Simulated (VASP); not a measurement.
# SiNi (Pmmn) in VASP: notebook, part 2 of 2

VASP 6.6.1.

## 4. Relaxation of cell and atoms, PBEsol

Input file INCAR:

```
PREC     = Accurate       # precision mode
ENCUT    = 600            # plane-wave cutoff, eV
EDIFF    = 1E-6           # SCF threshold, eV
ISMEAR   = 1              # smearing method
SIGMA    = 0.1            # smearing width, eV
LREAL    = F              # projectors in reciprocal space
LASPH    = T              # aspherical terms in the spheres
NELM     = 80             # most SCF steps
ALGO     = Normal         # electronic algorithm
ISIF     = 3              # what is computed and relaxed
LWAVE    = F              # write WAVECAR
LCHARG   = F              # write CHGCAR
GGA      = PS             # functional
IBRION   = 2              # ionic algorithm
NSW      = 90             # ionic steps
EDIFFG   = -0.01          # ionic threshold
KPAR     = 2
```

Input file KPOINTS:

```
Automatic mesh
0
Gamma
  12 12 8
```

Input file POSCAR:

```
SiNi
1.0
    2.9427706600      0.0000000000      0.0000000000
    0.0000000000      3.2803255400      0.0000000000
    0.0000000000      0.0000000000      4.6774467600
Si Ni
2 2
Direct
    0.0000000000      0.0000000000      0.1568568400
    0.5000000000      0.5000000000      0.8431431600
    0.0000000000      0.0000000000      0.6575044100
    0.5000000000      0.5000000000      0.3424955900
```

Potentials or basis: VASP PAW PBE potentials, release 64 (Si, Ni).

On the command line:

```console
cat potpaw_PBE.64/Si/POTCAR potpaw_PBE.64/Ni/POTCAR > POTCAR
mpirun -np 2 vasp_std > vasp.out
```

OUTCAR:

```text
PREC = Accurate
   ENCUT = 600
   EDIFF = 1E-6
   ISMEAR = 1
   LREAL = F
   LASPH = T
   NELM = 80
   ISIF = 3
   GGA = PS
   IBRION = 2
   NSW = 90
   EDIFFG = -0.01

 ion  position               nearest neighbor table
   1  0.000  0.000  0.157-   3 2.34   3 2.34   4 2.37   4 2.37   4 2.37   4 2.37   2 2.65   2 2.65
                             2 2.65   2 2.65
   2  0.500  0.500  0.843-   4 2.34   4 2.34   3 2.37   3 2.37   3 2.37   3 2.37   1 2.65   1 2.65
                             1 2.65   1 2.65
   3  0.000  0.000  0.658-   1 2.34   1 2.34   2 2.37   2 2.37   2 2.37   2 2.37   4 2.65   4 2.65
                             4 2.65   4 2.65
   4  0.500  0.500  0.342-   2 2.34   2 2.34   1 2.37   1 2.37   1 2.37   1 2.37   3 2.65   3 2.65
                             3 2.65   3 2.65

  LATTYP: Found a simple orthorhombic cell.
 ALAT       =     2.9427706600
 B/A-ratio  =     1.1147064855
 C/A-ratio  =     1.5894703667

  Lattice vectors:

 A1 = (   2.9427706600,   0.0000000000,   0.0000000000)
 A2 = (   0.0000000000,   3.2803255400,   0.0000000000)
 A3 = (   0.0000000000,   0.0000000000,   4.6774467600)

Analysis of symmetry for initial positions (statically):
=====================================================================
 Subroutine PRICEL returns:
 Original cell was already a primitive cell.

 Routine SETGRP: Setting up the symmetry group for a
 simple orthorhombic supercell.

 Subroutine GETGRP returns: Found  8 space group operations
 (whereof  4 operations were pure point group operations)
 out of a pool of  8 trial point group operations.

The static configuration has the point symmetry C_2v.
 The point group associated with its full space group is D_2h.

Analysis of symmetry for dynamics (positions and initial velocities):
=====================================================================
 Subroutine PRICEL returns:
 Original cell was already a primitive cell.

 Routine SETGRP: Setting up the symmetry group for a
 simple orthorhombic supercell.

 Subroutine GETGRP returns: Found  8 space group operations
 (whereof  4 operations were pure point group operations)
 out of a pool of  8 trial point group operations.

The dynamic configuration has the point symmetry C_2v.
 The point group associated with its full space group is D_2h.

 Subroutine INISYM returns: Found  8 space group operations
 (whereof  4 operations are pure point group operations),
 and found     1 'primitive' translations

----------------------------------------------------------------------------------------

                                     Primitive cell

  volume of cell :      45.1525

  direct lattice vectors                    reciprocal lattice vectors
     2.942770660  0.000000000  0.000000000     0.339815812  0.000000000  0.000000000
     0.000000000  3.280325540  0.000000000     0.000000000  0.304847793  0.000000000
     0.000000000  0.000000000  4.677446760     0.000000000  0.000000000  0.213791851

  length of vectors
     2.942770660  3.280325540  4.677446760     0.339815812  0.304847793  0.213791851

  position of ions in fractional coordinates (direct lattice)
     0.000000000  0.000000000  0.156856840
     0.500000000  0.500000000  0.843143160
     0.000000000  0.000000000  0.657504410
     0.500000000  0.500000000  0.342495590
[... 58 lines left out ...]
  0.083333  0.250000  0.000000      4.000000
  0.166667  0.250000  0.000000      4.000000
 [... further k-points ...]
   k-points           NKPTS =    245   k-points in BZ     NKDIM =    245   number of bands    NBANDS=     18
   number of dos      NEDOS =    301   number of ions     NIONS =      4
   total plane-waves  NPLWV =  26880
   dimension x,y,z NGX =    24 NGY =   28 NGZ =   40
   dimension x,y,z NGXF=    48 NGYF=   56 NGZF=   80
   ions per type =               2   2
   NGX,Y,Z   is equivalent  to a cutoff of  13.56, 14.19, 14.22 a.u.
   NGXF,Y,Z  is equivalent  to a cutoff of  27.12, 28.38, 28.43 a.u.
 SYSTEM =  unknown system
   PREC   = accura    normal or accurate (medium, high low for compatibility)
   ISTART =      0    job   : 0-new  1-cont  2-samecut
   ICHARG =      2    charge: 1-file 2-atom 10-const
   ISPIN  =      1    spin polarized calculation?
   LNONCOLLINEAR =      F non collinear calculations
   LSORBIT =      F    spin-orbit coupling
   LASPH  =      T    aspherical Exc in radial PAW
   ENCUT  =  600.0 eV  44.10 Ry    6.64 a.u.   5.88  6.55  9.34*2*pi/ulx,y,z
   NELM   =     80;   NELMIN=  2; NELMDL= -5     # of ELM steps
   EDIFF  = 0.1E-05   stopping-criterion for ELM
   LREAL  =      F    real-space projection
   EDIFFG = -.1E-01   stopping-criterion for IOM
   NSW    =     90    number of steps for IOM
   IBRION =      2    ionic relax: 0-MD 1-quasi-New 2-CG
   NFREE  =      1    steps in history (QN), initial steepest desc. (CG)
   ISIF   =      3    stress and relaxation
   ISYM   =      2    0-nonsym 1-usesym 2-fastsym
   POTIM  = 0.5000    time-step for ionic-motion
   TEBEG  =    0.0;   TEEND  =   0.0 temperature during run
   PSTRESS=    0.0 pullay stress
   NELECT =      28.0000    total number of electrons
   NUPDOWN=      -1.0000    fix difference up-down
   EMIN   =  10.00;   EMAX   =-10.00  energy-range for DOS
   EFERMI =   0.00;   METHOD = LEGACY
   ISMEAR =     1;   SIGMA  =   0.10  broadening in eV -4-tet -1-fermi 0-gaus
   EFERMI_NEDOS =   21; number of points for ismear=-14 and -15
   IALGO  =     38    algorithm
   IMIX   =      4    mixing-type and parameters
     AMIX     =   0.40;   BMIX     =  1.00
     AMIX_MAG =   1.60;   BMIX_MAG =  1.00
  volume/ion in A,a.u.               =      11.29        76.18
  Fermi-wavevector in a.u.,A,eV,Ry     =   1.396047  2.638147 26.517045  1.948948
  Thomas-Fermi vector in A             =   2.519440
   LORBIT       =      0    0 simple, 1 ext, 2 COOP (PROOUT), +10 PAW based schemes
   GGA     = PS    functional components
   LHFCALC =     F    Hartree Fock is set to
   AEXX    =    0.0000 exact exchange contribution
   IVDW    =     0    specifies the selected vdW correction
   LEPSILON=     F    determine dielectric tensor
   LRPA    =     F    only Hartree local field effects (RPA)
 conjugate gradient relaxation of ions
 non-spin polarized calculation
 Methfessel and Paxton  Order N= 1 SIGMA  =   0.10
  energy-cutoff  :      600.00
  volume of cell :       45.15
 maximum number of plane-waves:      1536
 NGX is ok and might be reduce to    24
   NGX = 11   NGY = 13   NGZ = 19

--------------------------------------- Ionic step        1  -------------------------------------------

 number of electron      27.9999999 magnetization

 Free energy of the ion-electron system (eV)
  ---------------------------------------------------
  ext. energy  EPLUGINS =         0.00000000
  ---------------------------------------------------
  free energy    TOTEN  =       -25.96356595 eV

  energy without entropy =      -25.96401273  energy(sigma->0) =      -25.96371488

------------------------ aborting loop because EDIFF is reached ----------------------------------------

  FORCE on cell =-STRESS in cart. coord.  units (eV):
  Direction    XX          YY          ZZ          XY          YZ          ZX
  --------------------------------------------------------------------------------------
  -------------------------------------------------------------------------------------
  Total        0.0976348      0.0123498      0.0757774      0.0000000      0.0000000      0.0000000
  in kB        3.4644412      0.4382169      2.6888583      0.0000000      0.0000000      0.0000000
  external PRESSURE =       2.1971721 kB  Pullay stress =       0.0000000 kB
[... 253 lines left out ...]
--------------------------------------- Ionic step        8  -------------------------------------------

 number of electron      27.9999999 magnetization

 Free energy of the ion-electron system (eV)
  ---------------------------------------------------
  ext. energy  EPLUGINS =         0.00000000
  ---------------------------------------------------
  free energy    TOTEN  =       -25.96412222 eV

  energy without entropy =      -25.96448507  energy(sigma->0) =      -25.96424317

 E-fermi :  11.5822     XC(G=0): -12.7147

 val. band max:       11.5679375889   @ k =   0.4167   0.2500   0.5000
 cond. band min:      11.5894612061   @ k =   0.2500   0.2500   0.1250
 fundamental gap:      0.0215236172
 Fermi energy:        11.5821650635

 k-point     1 :       0.0000    0.0000    0.0000
  band No.  band energies     occupation
      1      -2.5018      2.00000
      2       3.3047      2.00000
      3       4.9251      2.00000
      4       7.2958      2.00000
      5       7.8243      2.00000
      6       8.6091      2.00000
[... 481 lines left out ...]
      5       7.7292      2.00000
      6       7.7945      2.00000
[... 10 lines left out ...]
     17      14.8908      0.00000
     18      16.5010      0.00000

 [... further k-points ...]
[... 5 lines left out ...]
  --------------------------------------------------------------------------------------
  -------------------------------------------------------------------------------------
  Total        0.0194743     -0.0304021     -0.0294784      0.0000000      0.0000000      0.0000000
  in kB        0.6902804     -1.0776219     -1.0448797      0.0000000      0.0000000      0.0000000
  external PRESSURE =      -0.4774071 kB  Pullay stress =       0.0000000 kB
[... 19 lines left out ...]
  FREE ENERGIE OF THE ION-ELECTRON SYSTEM (eV)
  ---------------------------------------------------
  free  energy   TOTEN  =       -25.9641222150 eV

  energy  without entropy=      -25.9644850656  energy(sigma->0) =      -25.96424317

 reached required accuracy - stopping structural energy minimisation
```

Wall time 2 min (2 MPI ranks of Intel Xeon 6975P-C (Granite Rapids), shared host); peak memory 0.33 GiB.

What came out:

- Free energy: -25.9641 eV
- Relaxed volume: 11.30 Å³/atom
- Relaxed cell: a = 2.946 Å, b = 3.279 Å, c = 4.679 Å, α = 90.00°, β = 90.00°, γ = 90.00°
- Space group after relaxing (to 0.05 Å): Pmmn (No. 59)
- Energy gained by relaxing: 0.1 meV/atom
- Ionic steps: 8
- Pressure after relaxing: 0.0 GPa
- Largest force after relaxing: 0.005 eV/Å
- Band gap on the k mesh: none (metal or under the smearing width)

Forces in eV/Å, atoms in the order of the input:
```
Si   0.000  0.000 -0.005
Si   0.000  0.000  0.005
Ni   0.000  0.000 -0.001
Ni   0.000  0.000  0.001
```

Step by step:
```csv
step,energy change (eV),largest force (eV/Å),pressure (GPa),volume (Å³)
1,0.0000,0.0710,0.22,45.15
2,-0.0005,0.0026,-0.26,45.25
3,-0.0005,0.0100,-0.24,45.24
4,-0.0005,0.0208,0.12,45.15
5,-0.0006,0.0067,0.07,45.19
6,-0.0006,0.0050,0.06,45.20
7,-0.0006,0.0037,0.03,45.20
8,-0.0006,0.0045,-0.05,45.20
```

Final structure:
```cif
data_structure
_symmetry_space_group_name_H-M 'P 1'
_symmetry_Int_Tables_number 1
_cell_length_a 2.9459
_cell_length_b 3.2793
_cell_length_c 4.6789
_cell_angle_alpha 90.000
_cell_angle_beta 90.000
_cell_angle_gamma 90.000
_cell_volume 45.20
loop_
_atom_site_label
_atom_site_type_symbol
_atom_site_fract_x
_atom_site_fract_y
_atom_site_fract_z
_atom_site_occupancy
Si1 Si 0.00000 0.00000 0.15763 1
Si2 Si 0.50000 0.50000 0.84237 1
Ni1 Ni 0.00000 0.00000 0.65676 1
Ni2 Ni 0.50000 0.50000 0.34324 1
```

Levels at points of the mesh, in eV from the Fermi level:
| k point | band 10 | band 11 | band 12 | band 13 | band 14 | band 15 | band 16 | band 17 | band 18 |
| --- | --- | --- | --- | --- | --- | --- | --- | --- | --- |
| (0.00, 0.00, 0.00) | -2.69 | -2.31 | -2.02 | -1.99 | -1.30 | 1.29 | 2.81 | 5.26 | 5.60 |
| (0.50, 0.00, 0.00) | -2.59 | -2.57 | -2.57 | -1.57 | -1.57 | 1.80 | 1.80 | 3.52 | 3.52 |
| (0.00, 0.50, 0.00) | -2.75 | -2.23 | -2.23 | -2.17 | -2.17 | 1.20 | 1.20 | 5.05 | 5.05 |
| (0.50, 0.50, 0.00) | -3.31 | -2.07 | -2.07 | -1.57 | -1.57 | 1.63 | 1.63 | 2.00 | 2.00 |
| (0.00, 0.00, 0.50) | -2.75 | -2.68 | -2.07 | 1.17 | 1.65 | 2.04 | 2.48 | 2.97 | 3.67 |
| (0.50, 0.00, 0.50) | -2.43 | -2.23 | -2.23 | -1.37 | -1.37 | 3.72 | 3.72 | 5.36 | 5.36 |
| (0.00, 0.50, 0.50) | -2.54 | -2.03 | -2.03 | -2.02 | -2.02 | 5.27 | 5.27 | 5.47 | 5.47 |
| (0.50, 0.50, 0.50) | -2.82 | -2.10 | -2.10 | -1.50 | -1.50 | -0.38 | -0.38 | 1.08 | 1.08 |

Caveat: the PAW data sets were made with another functional, which shifts forces and pressure a little. Spin polarisation is off, so any magnetic state and its effect on volume and gap are missing.

## 5. Relaxation of cell and atoms, PBEsol

INCAR, as its differences from that of step 4:

```diff
@@ -2,3 +2,3 @@
 ENCUT    = 600            # plane-wave cutoff, eV
-EDIFF    = 1E-6           # SCF threshold, eV
+EDIFF    = 1E-7           # SCF threshold, eV
 ISMEAR   = 1              # smearing method
@@ -15,3 +15,3 @@
 NSW      = 90             # ionic steps
-EDIFFG   = -0.01          # ionic threshold
+EDIFFG   = -0.005         # ionic threshold
 KPAR     = 2
```

KPOINTS is that of step 4.

Input file POSCAR:

```
SiNi                                    
1.0
    2.9459301299      0.0000000000      0.0000000000
    0.0000000000      3.2792721348      0.0000000000
    0.0000000000      0.0000000000      4.6789440725
  Si              Ni            
     2     2
Direct
     0.0000000000000000    0.0000000000000000    0.1576327245884700
     0.5000000000000000    0.5000000000000000    0.8423672754115301
     0.0000000000000000    0.0000000000000000    0.6567621973688427
     0.5000000000000000    0.5000000000000000    0.3432378026311573
```

On the command line:

```console
cat potpaw_PBE.64/Si/POTCAR potpaw_PBE.64/Ni/POTCAR > POTCAR
mpirun -np 2 vasp_std > vasp.out
```

It took 1.8 min on 2 MPI ranks of Intel Xeon 6975P-C (Granite Rapids), shared host; peak memory 0.34 GiB.

Results (log left out):

| Property | Result |
| --- | --- |
| Free energy | -25.9642 eV |
| Relaxed volume | 11.30 Å³/atom |
| Relaxed cell | a = 2.950 Å, b = 3.277 Å, c = 4.677 Å, α = 90.00°, β = 90.00°, γ = 90.00° |
| Space group after relaxing (to 0.05 Å) | Pmmn (No. 59) |
| Energy gained by relaxing | 0.0 meV/atom |
| Ionic steps | 6 |
| Pressure after relaxing | 0.0 GPa |
| Largest force after relaxing | 0.003 eV/Å |
| Band gap on the k mesh | none (metal or under the smearing width) |

Forces in eV/Å, atoms in the order of the input:
```
Si   0.000  0.000  0.003
Si   0.000  0.000 -0.003
Ni   0.000  0.000  0.000
Ni   0.000  0.000  0.000
```

Final structure:
```
Si Ni
1.0
     2.94978    0.00000    0.00000
     0.00000    3.27665    0.00000
     0.00000    0.00000    4.67740
Si Ni
2 2
Direct
  0.00000 0.00000 0.15749
  0.50000 0.50000 0.84251
  0.00000 0.00000 0.65668
  0.50000 0.50000 0.34332
```

Levels at points of the mesh, in eV from the Fermi level:
| k point | band 12 | band 13 | band 14 | band 15 | band 16 | band 17 |
| --- | --- | --- | --- | --- | --- | --- |
| (0.00, 0.00, 0.00) | -2.02 | -1.98 | -1.29 | 1.25 | 2.83 | 5.28 |
| (0.50, 0.00, 0.00) | -2.57 | -1.58 | -1.58 | 1.80 | 1.80 | 3.52 |
| (0.00, 0.50, 0.00) | -2.24 | -2.16 | -2.16 | 1.21 | 1.21 | 5.02 |
| (0.50, 0.50, 0.00) | -2.07 | -1.57 | -1.57 | 1.62 | 1.62 | 2.01 |
| (0.00, 0.00, 0.50) | -2.06 | 1.18 | 1.68 | 2.06 | 2.50 | 2.94 |
| (0.50, 0.00, 0.50) | -2.22 | -1.38 | -1.38 | 3.73 | 3.73 | 5.38 |
| (0.00, 0.50, 0.50) | -2.02 | -2.02 | -2.02 | 5.28 | 5.28 | 5.44 |
| (0.50, 0.50, 0.50) | -2.10 | -1.51 | -1.51 | -0.38 | -0.38 | 1.08 |

Caveat: the PAW data sets were made with another functional, which shifts forces and pressure a little. Spin polarisation is off, so any magnetic state and its effect on volume and gap are missing.
